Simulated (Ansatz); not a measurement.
# SiC (Moissanite) (P6_3mc) in Ansatz: further runs

One crystal, SiC (Moissanite), is run at these levels: PBE, r2SCAN+D4; tasks: relaxation of cell and atoms.

Everything below comes from runs of Ansatz 0.2.0. Logs are shortened: lines on timing, memory, paths and dates and some standing lists are left out, and cuts for length are marked.

**1. The structure**

Symmetry: P6_3mc, No. 186, hexagonal system. Conventional cell: a = 3.076 Å, b = 3.076 Å, c = 5.048 Å, α = 90.00°, β = 90.00°, γ = 120.00°. Si (site symmetry 3m) is surrounded by 4 C at 1.87 to 1.94 Å. C (site symmetry 3m) is surrounded by 4 Si at 1.87 to 1.94 Å.

**2. Relaxation of cell and atoms, PBE**

Input file input.yaml:

```yaml
crystal:
  lattice:
    - [3.076, 0.0, 0.0]
    - [-1.538, 2.663894142, 0.0]
    - [0.0, 0.0, 5.048]
  atoms:
    - { symbol: Si, position: [0.6666666667, 0.3333333333, 0.5] }
    - { symbol: Si, position: [0.3333333333, 0.6666666667, 0.0] }
    - { symbol: C, position: [0.6666666667, 0.3333333333, 0.885] }
    - { symbol: C, position: [0.3333333333, 0.6666666667, 0.385] }
hamiltonian:
  xc: pbe
  pseudopotentials: { kind: paw }
kpoints:
  mp_grid: { grid: [10, 10, 5] }
scf:
  occupations: { method: fermi_dirac, width: 0.05 }
output:
  forces: true
  stress: true
  write_density: true
  write_potential: true
  elf: true
  volumetric_format: npy
relax:
  f_tol: 0.01
  max_steps: 40
  cell: { stress_tol: 0.05 }
```

Potentials or basis: Ansatz PAW.

On the command line:

```
ansatz run input.yaml --threads 2 --pin off --max-ram 5120MiB --backend cpu --events-out ev --progress --plain --runs-dir out
```

The program printed:

```text
Warning: RAYON_NUM_THREADS=2 ignored (pool sized by the plan → 2); use --threads N
Engine: ansatz 0.2.0, aarch64-unknown-linux-gnu
Pseudopotentials: kind: paw
Pseudopotential: Si, paw, valence charge 4, recommended cutoff 420 eV (normal), Si.paw.azcp
Pseudopotential: C, paw, valence charge 4, recommended cutoff 420 eV (normal), C.paw.azcp
Functional definition: PBE
  parameter kappa = 0.804
  parameter beta = 0.06672455060314922
  exchange = pbe_x(kappa = kappa, mu = beta*pi^2/3)
  correlation = pbe_c(beta = beta)
Crystal: 4 atoms, lattice volume = 41.364 Å³
Basis set: ecut = 420 eV, 785 PW (Γ), exchange–correlation on 48×48×72 points (8 copies of the dense FFT grid, shifted against one another)
Bands: 12, of which v1, the nominal top of the filled ones, is band 8 counted from 1 (7 counted from 0)
Symmetry: 12 space group operations
Space group: P63mc (ITA 186), of the structure as read, at distance tolerance 3.5e-5 Å
k-points: 42 of 500 (time reversal used)
Non-local potential: Si, projectors of the file, l = 0: 2, l = 1: 2, l = 2: 2
Non-local potential: C, projectors of the file, l = 0: 2, l = 1: 2, l = 2: 1
PAW form: soft (Blöchl's): semilocal exchange-correlation on the pseudo side does not see the compensation charge
PAW one-centre angular grid: Si, 110 points (default); XC on 64 Gauss nodes
PAW one-centre angular grid: C, 110 points (default); XC on 64 Gauss nodes
Initial density: superposition of atomic densities (neutral atoms: chi_scale 0, normalization atom), corrected by the library's trained network
Initial wavefunctions: pseudopotential atomic-orbital guess
Functional: x = pbe(κ = 0.804, μ = 0.2195149727645171), c = pbe(β = 0.06672455060314922)
SCF iter   1: F=—  HF=-1774.265894 eV  |F-HF|=—  |Δ(HF+E_count)|=         —  Δρ=2.43e-3  dr2=2.60e-3  ethr=1.77e-3  ⟨swp⟩=5.2  Hψ=3297  notcnv=0
preconditioner: auto → none  [insulator: Δε(μ)=2.456 eV  Ē_g=11.910 eV  σ=0.050 eV  W_gap=1.00  n_scr=2 (ndim 8)  ℏωp=23.1 eV  f_vac=0.000  D(μ)=0.00/eV (n_scr^D=0)  ε∞_Penn≈4.8]
SCF iter   2: F=—  HF=-1774.265842 eV  |F-HF|=—  |Δ(HF+E_count)|=   5.19e-5  Δρ=8.79e-4  dr2=1.89e-4  ethr=1.63e-5  ⟨swp⟩=2.2  Hψ=1185  notcnv=0
SCF iter   3: F=—  HF=-1774.265873 eV  |F-HF|=—  |Δ(HF+E_count)|=   3.10e-5  Δρ=3.81e-4  dr2=2.48e-5  ethr=1.18e-6  ⟨swp⟩=2.0  Hψ=766  notcnv=0
SCF iter   4: F=—  HF=-1774.265904 eV  |F-HF|=—  |Δ(HF+E_count)|=   3.18e-5  Δρ=6.65e-5  dr2=8.71e-7  ethr=1.55e-7  ⟨swp⟩=2.5  Hψ=832  notcnv=0
iter 5 did not close the SCF: its close was put off for the readings that it lacked (scf_convergence_deferred on its scf_iter line)
SCF iter   5: F=-1774.265906 eV  HF=-1774.265906 eV  |F-HF|=1.50e-8  |Δ(HF+E_count)|=   1.40e-6  Δρ=6.54e-6  dr2=7.96e-9  ethr=5.44e-9  ⟨swp⟩=2.1  Hψ=840  notcnv=0
SCF iter   6: F=-1774.265906 eV  HF=-1774.265906 eV  |F-HF|=1.85e-10  |Δ(HF+E_count)|=   1.70e-8  Δρ=7.72e-7  dr2=1.44e-10  ethr=4.97e-11  ⟨swp⟩=5.2  Hψ=2778  notcnv=0
SCF 1 converged in 6 iterations: F = -1774.265906 eV  dr2 = 1.44e-10
relax step   1: F+E_penalty+E_count = -1774.26590585 eV  Δ(F+E_penalty+E_count) = +0.000e0 eV  max|allowed force component| = 7.527e-1 eV/Å  Δτ_max = 0.0000 Å  P = +3.696 GPa  Ω = 41.364 Å³  (6 SCF iters, dr2 threshold 1.00e-7 eV, accepted)
Crystal: 4 atoms, lattice volume = 41.715 Å³
Initial density: handed on by an earlier stage of this run
Initial wavefunctions: those handed on with the density
iter 1 solved again at ethr=2.93e-5 eV; its pass at ethr=3.10e-3 eV (dr2=4.69e-3 eV) is discarded
SCF iter   1: F=—  HF=-1774.292857 eV  |F-HF|=—  |Δ(HF+E_count)|=         —  Δρ=3.28e-3  dr2=4.65e-3  ethr=2.93e-5  ⟨swp⟩=1.8  Hψ=3407  notcnv=0
preconditioner: auto → none  [insulator: Δε(μ)=2.512 eV  Ē_g=11.847 eV  σ=0.050 eV  W_gap=1.00  n_scr=2 (ndim 8)  ℏωp=23.0 eV  f_vac=0.000  D(μ)=0.00/eV (n_scr^D=0)  ε∞_Penn≈4.8]
SCF iter   2: F=—  HF=-1774.291472 eV  |F-HF|=—  |Δ(HF+E_count)|=   1.38e-3  Δρ=1.01e-3  dr2=2.89e-4  ethr=2.91e-5  ⟨swp⟩=2.0  Hψ=794  notcnv=0
SCF iter   3: F=—  HF=-1774.291403 eV  |F-HF|=—  |Δ(HF+E_count)|=   6.93e-5  Δρ=4.10e-4  dr2=3.72e-5  ethr=1.81e-6  ⟨swp⟩=2.4  Hψ=809  notcnv=0
SCF iter   4: F=—  HF=-1774.291410 eV  |F-HF|=—  |Δ(HF+E_count)|=   7.41e-6  Δρ=1.10e-4  dr2=1.85e-6  ethr=2.32e-7  ⟨swp⟩=2.1  Hψ=841  notcnv=0
SCF iter   5: F=-1774.291412 eV  HF=-1774.291411 eV  |F-HF|=6.16e-9  |Δ(HF+E_count)|=   1.13e-6  Δρ=5.67e-6  dr2=5.29e-9  ethr=2.50e-9  ⟨swp⟩=8.4  Hψ=3056  notcnv=0
SCF 2 converged in 5 iterations: F = -1774.291412 eV  dr2 = 5.29e-9
relax step   2: F+E_penalty+E_count = -1774.29141150 eV  Δ(F+E_penalty+E_count) = -2.551e-2 eV  max|allowed force component| = 4.340e-1 eV/Å  Δτ_max = 0.0125 Å  P = +1.725 GPa  Ω = 41.715 Å³  energy of the carried Pulay correction = -6.265e-4 eV  (5 SCF iters, dr2 threshold 4.00e-7 eV, accepted)
Crystal: 4 atoms, lattice volume = 42.117 Å³
Basis set: ecut = 420 eV, 833 PW (Γ), exchange–correlation on 48×48×72 points (8 copies of the dense FFT grid, shifted against one another)
iter 1 solved again at ethr=7.87e-5 eV; its pass at ethr=3.10e-3 eV (dr2=1.26e-2 eV) is discarded
SCF iter   1: F=—  HF=-1774.309774 eV  |F-HF|=—  |Δ(HF+E_count)|=         —  Δρ=5.76e-3  dr2=1.28e-2  ethr=7.87e-5  ⟨swp⟩=1.0  Hψ=3677  notcnv=0
preconditioner: auto → none  [insulator: Δε(μ)=2.397 eV  Ē_g=11.781 eV  σ=0.050 eV  W_gap=1.00  n_scr=2 (ndim 8)  ℏωp=22.9 eV  f_vac=0.000  D(μ)=0.00/eV (n_scr^D=0)  ε∞_Penn≈4.8]
SCF iter   2: F=—  HF=-1774.304782 eV  |F-HF|=—  |Δ(HF+E_count)|=   4.99e-3  Δρ=1.81e-3  dr2=9.09e-4  ethr=7.87e-5  ⟨swp⟩=2.4  Hψ=830  notcnv=0
SCF iter   3: F=—  HF=-1774.304485 eV  |F-HF|=—  |Δ(HF+E_count)|=   2.97e-4  Δρ=5.47e-4  dr2=9.04e-5  ethr=5.68e-6  ⟨swp⟩=2.2  Hψ=810  notcnv=0
SCF iter   4: F=—  HF=-1774.304404 eV  |F-HF|=—  |Δ(HF+E_count)|=   8.04e-5  Δρ=1.73e-4  dr2=5.27e-6  ethr=5.65e-7  ⟨swp⟩=2.0  Hψ=799  notcnv=0
SCF iter   5: F=-1774.304405 eV  HF=-1774.304405 eV  |F-HF|=3.18e-8  |Δ(HF+E_count)|=   6.87e-7  Δρ=1.53e-5  dr2=4.64e-8  ethr=2.50e-9  ⟨swp⟩=9.0  Hψ=3225  notcnv=0
[... 29 lines left out ...]
SCF iter   3: F=—  HF=-1774.308930 eV  |F-HF|=—  |Δ(HF+E_count)|=   1.89e-7  Δρ=1.66e-5  dr2=1.45e-8  ethr=5.38e-10  ⟨swp⟩=2.0  Hψ=837  notcnv=0
SCF iter   4: F=—  HF=-1774.308930 eV  |F-HF|=—  |Δ(HF+E_count)|=   5.68e-8  Δρ=7.20e-7  dr2=1.01e-10  ethr=9.05e-11  ⟨swp⟩=2.0  Hψ=840  notcnv=0
SCF iter   5: F=-1774.308930 eV  HF=-1774.308930 eV  |F-HF|=5.46e-12  |Δ(HF+E_count)|=  2.36e-11  Δρ=1.61e-7  dr2=2.57e-12  ethr=1.00e-12  ⟨swp⟩=6.0  Hψ=2182  notcnv=0
SCF 6 converged in 5 iterations: F = -1774.308930 eV  dr2 = 2.57e-12
relax step   6: F+E_penalty+E_count = -1774.30893040 eV  Δ(F+E_penalty+E_count) = -1.249e-3 eV  max|allowed force component| = 1.836e-5 eV/Å  Δτ_max = 0.0000 Å  P = +0.056 GPa  Ω = 42.001 Å³  stress off target by 5.93e-2 GPa  SCF on the basis re-selected at this cell (its energy is not comparable with the rows above)  (5 SCF iters)
basis re-selected at this cell: Δ(F+E_penalty+E_count) = -1.249e-3 eV, ΔP = +0.053 GPa vs the last step (what re-selecting the basis moved, of the pressure what is left beyond the Pulay correction that the steps carried, after the strain that the cell walked since its last selection, with what the two solves' SCF thresholds leave and, on support functions, any second-order correction that the steps lacked; it is no measure of the basis error at this ecutwfc). This SCF's stress stands 5.93e-2 GPa from its target on what of the cell is left free (relax.cell.stress_tol is 5.00e-2 GPa) and its largest allowed force component is 1.84e-5 eV/Å (relax.f_tol is 1.00e-2 eV/Å): not within both, so this SCF does not close the relaxation
Crystal: 4 atoms, lattice volume = 42.008 Å³
iter 1 solved again at ethr=6.34e-9 eV; its pass at ethr=3.10e-3 eV (dr2=1.01e-6 eV) is discarded
SCF iter   1: F=—  HF=-1774.308979 eV  |F-HF|=—  |Δ(HF+E_count)|=         —  Δρ=4.40e-5  dr2=9.94e-7  ethr=6.34e-9  ⟨swp⟩=1.0  Hψ=3066  notcnv=0
preconditioner: auto → none  [insulator: Δε(μ)=2.458 eV  Ē_g=11.811 eV  σ=0.050 eV  W_gap=1.00  n_scr=2 (ndim 8)  ℏωp=22.9 eV  f_vac=0.000  D(μ)=0.00/eV (n_scr^D=0)  ε∞_Penn≈4.8]
SCF iter   2: F=—  HF=-1774.308919 eV  |F-HF|=—  |Δ(HF+E_count)|=   6.03e-5  Δρ=1.03e-5  dr2=3.43e-8  ethr=6.21e-9  ⟨swp⟩=2.0  Hψ=833  notcnv=0
SCF iter   3: F=-1774.308919 eV  HF=-1774.308919 eV  |F-HF|=3.08e-10  |Δ(HF+E_count)|=   8.78e-9  Δρ=3.40e-6  dr2=3.99e-9  ethr=5.49e-11  ⟨swp⟩=7.2  Hψ=2614  notcnv=0
SCF 7 converged in 3 iterations: F = -1774.308919 eV  dr2 = 3.99e-9
relax step   7: F+E_penalty+E_count = -1774.30891865 eV  Δ(F+E_penalty+E_count) = +1.175e-5 eV  max|allowed force component| = 7.681e-4 eV/Å  Δτ_max = 0.0000 Å  P = +0.018 GPa  Ω = 42.008 Å³  energy of the carried Pulay correction = -1.343e-5 eV  (3 SCF iters, dr2 threshold 8.79e-9 eV, accepted)
iter 1 solved again at ethr=5.21e-8 eV; its pass at ethr=3.10e-3 eV (dr2=8.33e-6 eV) is discarded
SCF iter   1: F=—  HF=-1774.309002 eV  |F-HF|=—  |Δ(HF+E_count)|=         —  Δρ=5.00e-6  dr2=6.94e-9  ethr=5.21e-8  ⟨swp⟩=3.1  Hψ=4806  notcnv=0
preconditioner: auto → none  [insulator: Δε(μ)=2.459 eV  Ē_g=11.811 eV  σ=0.050 eV  W_gap=1.00  n_scr=2 (ndim 8)  ℏωp=22.9 eV  f_vac=0.000  D(μ)=0.00/eV (n_scr^D=0)  ε∞_Penn≈4.8]
SCF iter   2: F=—  HF=-1774.308940 eV  |F-HF|=—  |Δ(HF+E_count)|=   6.14e-5  Δρ=3.10e-6  dr2=2.49e-9  ethr=4.34e-11  ⟨swp⟩=3.3  Hψ=1098  notcnv=0
SCF iter   3: F=—  HF=-1774.308940 eV  |F-HF|=—  |Δ(HF+E_count)|=  2.05e-12  Δρ=1.64e-6  dr2=4.57e-10  ethr=1.55e-11  ⟨swp⟩=2.0  Hψ=833  notcnv=0
SCF iter   4: F=—  HF=-1774.308940 eV  |F-HF|=—  |Δ(HF+E_count)|=  1.89e-10  Δρ=4.02e-7  dr2=7.15e-11  ethr=2.85e-12  ⟨swp⟩=2.5  Hψ=867  notcnv=0
SCF iter   5: F=-1774.308940 eV  HF=-1774.308940 eV  |F-HF|=2.27e-13  |Δ(HF+E_count)|=  8.87e-12  Δρ=6.77e-8  dr2=1.75e-12  ethr=1.00e-12  ⟨swp⟩=6.0  Hψ=2188  notcnv=0
SCF 8 converged in 5 iterations: F = -1774.308940 eV  dr2 = 1.75e-12
relax step   8: F+E_penalty+E_count = -1774.30894022 eV  Δ(F+E_penalty+E_count) = -2.157e-5 eV  max|allowed force component| = 7.696e-4 eV/Å  Δτ_max = 0.0000 Å  P = +0.018 GPa  Ω = 42.008 Å³  stress off target by 1.87e-2 GPa  SCF on the basis re-selected at this cell (its energy is not comparable with the rows above)  (5 SCF iters)
basis re-selected at this cell: Δ(F+E_penalty+E_count) = -2.157e-5 eV, ΔP = +0.000 GPa vs the last step (what re-selecting the basis moved, of the pressure what is left beyond the Pulay correction that the steps carried, after the strain that the cell walked since its last selection, with what the two solves' SCF thresholds leave and, on support functions, any second-order correction that the steps lacked; it is no measure of the basis error at this ecutwfc). This SCF's stress stands 1.87e-2 GPa from its target on what of the cell is left free (relax.cell.stress_tol is 5.00e-2 GPa) and its largest allowed force component is 7.70e-4 eV/Å (relax.f_tol is 1.00e-2 eV/Å): within both
SCF converged after 5 iterations
Free energy (F): -1774.308940 eV
Harris-Foulkes:  -1774.308940 eV  (|F-HF|=2.27e-13)
Internal energy: -1774.308940 eV  (E = F + TS)
E sigma→0 (E₀):  -1774.308940 eV
Fermi energy:    10.650716 eV
--- Per-component energies (eV) ---
  E_band       = 55.090294
  E_kinetic    = 269.974492
  E_local      = -212.413421  (includes V_loc(G=0)·N_el)
  E_nonlocal   = 103.280149
  E_hartree    = 65.331672
  E_xc         = -210.546440
  E_vxc        = -218.143562  (∫ρ·V_xc dr)
  E_paw        = -1224.024799  (= ΣΔE_a)
  E_vpaw       = -18.270727  (= ΣTr[D̂ρ^β])
  E_aug_tail   = 0.000025  (compensation charges beyond the density's cutoff)
  E_ewald      = -565.910617
  E_smearing   = -0.000000  (= −TS)
  E_closure    = 0.000000  (closes the sum)
  Σ components = -1774.308940   (vs F -1774.308940, Δ=0.00e0)
--- Forces (eV/Å), atoms counted from 1 ---
  atom   1  Si     0.00000000     0.00000000    -0.00076912
  atom   2  Si    -0.00000000    -0.00000000    -0.00076912
  atom   3  C      0.00000000     0.00000000     0.00077014
  atom   4  C      0.00000000    -0.00000000     0.00077014
  max |Σ_I F_I| component: 2.03e-6 eV/Å
--- Stress (GPa, compression-positive) ---
        0.017577       0.000000       0.000000
        0.000000       0.017577      -0.000000
        0.000000      -0.000000       0.018709
  P = ⅓ Tr σ = 0.0180 GPa (0.180 kbar)
--- Band table (eV; the first three rows and the last of 42) ---
  k-point 0: bands = ["-6.0092", "-2.4996", "0.8275", "8.1282", "8.1282", "9.3272", "9.4365", "9.4365", "14.1061", "15.4665", "16.0147", "16.0147"]
  k-point 1: bands = ["-5.8163", "-3.2107", "1.8521", "8.2358", "8.2358", "8.3075", "9.2913", "9.2913", "14.2865", "16.0891", "16.0891", "16.2026"]
  k-point 2: bands = ["-5.2463", "-4.3351", "3.8861", "6.1864", "8.5328", "8.5328", "8.9341", "8.9341", "14.8151", "15.6337", "16.4166", "16.4166"]
  k-point 41: bands = ["-1.6109", "-1.2756", "1.7292", "2.0395", "3.7227", "4.5068", "7.2499", "7.6743", "14.2304", "14.4635", "15.2202", "16.3835"]
--- Relaxed structure (6 steps of the walk, 6 accepted, 2 SCFs on fresh bases) ---
  F+E_penalty+E_count = -1774.30894022 eV   max|allowed force component| = 7.696e-4 eV/Å   (the final SCF, on the basis selected at the relaxed cell)
  cell:  # Å, volume = 42.0084 Å³
    - [3.0918548500143244, 0.0, 1.14198748445197e-34]
    - [-1.5459274250071622, 2.6776248449265303, -4.4736997068357344e-35]
    - [1.8741068990760189e-34, 2.3426336238450233e-35, 5.074196905100746]
  atoms:
    - { symbol: Si, position: [0.6666666666666665, 0.33333333333333337, 0.504587080024525] }
    - { symbol: Si, position: [0.33333333333333337, 0.6666666666666667, 0.0045870800245249215] }
    - { symbol: C, position: [0.6666666666666665, 0.33333333333333337, 0.8804129199754754] }
    - { symbol: C, position: [0.33333333333333337, 0.6666666666666667, 0.38041291997547516] }
```

It took 9.8 s on 2 threads of Arm Neoverse V1, shared host; peak memory 0.33 GiB.

What came out:

```
Free energy                            : -1774.3089 eV
Relaxed volume                         : 10.50 Å³/atom
Relaxed cell                           : a = 3.092 Å, b = 3.092 Å, c = 5.074 Å, α = 90.00°, β = 90.00°, γ = 120.00°
Space group after relaxing (to 0.05 Å) : P6_3mc (No. 186)
Energy gained by relaxing              : 10.8 meV/atom
Ionic steps                            : 8
Pressure after relaxing                : 0.0 GPa
Band gap on the k mesh                 : 2.46 eV, indirect (least direct gap 3.94 eV)
```

The path:
```tsv
step	energy change (eV)	largest force (eV/Å)	volume (Å³)
1	0.0000	0.7527	41.36
2	-0.0255	0.4340	41.72
3	-0.0385	0.1264	42.12
4	-0.0418	0.0028	42.00
5	-0.0418	0.0001	42.00
6	-0.0430	0.0000	42.00
7	-0.0430	0.0008	42.01
8	-0.0430	0.0008	42.01
```

Final structure:
```
Si C
1.0
     3.09185    0.00000    0.00000
    -1.54593    2.67762    0.00000
     0.00000    0.00000    5.07420
Si C
2 2
Direct
  0.66667 0.33333 0.50459
  0.33333 0.66667 0.00459
  0.66667 0.33333 0.88041
  0.33333 0.66667 0.38041
```

Levels at points of the mesh, in eV from the valence-band top:
```csv
k point,band 4,band 5,band 6,band 7,band 8,band 9,band 10,band 11,band 12
"(0.00, 0.00, 0.00)",-1.31,-1.31,-0.11,0.00,0.00,4.67,6.03,6.58,6.58
"(0.00, -0.50, 0.00)",-6.25,-5.37,-3.29,-3.24,-1.19,2.75,4.21,6.76,7.07
```

Caveat: odd divisions of the mesh miss points on the zone boundary, where band edges often lie, so the gap on the mesh can be too wide; the plane-wave basis is chosen anew once the cell has moved, so the energies of steps on either side of that aren't comparable.

**3. Relaxation of cell and atoms, r2SCAN+D4**

input.yaml: that of step 2 with these lines changed.

```diff
@@ -11,4 +11,5 @@
 hamiltonian:
-  xc: pbe
+  xc: r2scan
   pseudopotentials: { kind: paw }
+  dispersion: d4
 kpoints:
```

Potentials or basis: Ansatz PAW.

On the command line:

```
ansatz run input.yaml --threads 2 --pin off --max-ram 5120MiB --backend cpu --events-out ev --progress --plain --runs-dir out
```

It took 16 s on 2 threads of Arm Neoverse V1, shared host; peak memory 0.44 GiB.

Results (log left out):

| Item | Value |
| --- | --- |
| Free energy | -1783.1459 eV |
| Relaxed volume | 10.27 Å³/atom |
| Relaxed cell | a = 3.069 Å, b = 3.069 Å, c = 5.037 Å, α = 90.00°, β = 90.00°, γ = 120.00° |
| Space group after relaxing (to 0.05 Å) | P6_3mc (No. 186) |
| Energy gained by relaxing | 9.6 meV/atom |
| Ionic steps | 5 |
| Pressure after relaxing | 0.0 GPa |
| Band gap on the k mesh | 2.80 eV, indirect (least direct gap 4.49 eV) |

The path:
```
step  energy change (eV)  largest force (eV/Å)  volume (Å³)
   1              0.0000                0.7670        41.36
   2             -0.0227                0.4173        41.22
   3             -0.0382                0.0014        41.05
   4             -0.0382                0.0003        41.08
   5             -0.0382                0.0003        41.08
```

Final structure:
```
CELL_PARAMETERS angstrom
3.06861 0.00000 0.00000
-1.53431 2.65750 0.00000
0.00000 0.00000 5.03690
ATOMIC_POSITIONS crystal
Si 0.66667 0.33333 0.50460
Si 0.33333 0.66667 0.00460
C 0.66667 0.33333 0.88040
C 0.33333 0.66667 0.38040
```

Levels at points of the mesh, in eV from the valence-band top:
```csv
k point,band 6,band 7,band 8,band 9,band 10,band 11
"(0.00, 0.00, 0.00)",-0.11,0.00,0.00,5.42,6.82,7.23
"(0.00, -0.50, 0.00)",-3.49,-3.38,-1.26,3.23,4.66,7.51
```

Caveat: odd divisions of the mesh miss points on the zone boundary, where band edges often lie, so the gap on the mesh can be too wide; the plane-wave basis is chosen anew once the cell has moved, so the energies of steps on either side of that aren't comparable; the PAW data sets come from PBE, with cores solved anew for the run's functional, which leaves a small shift of forces and pressure.
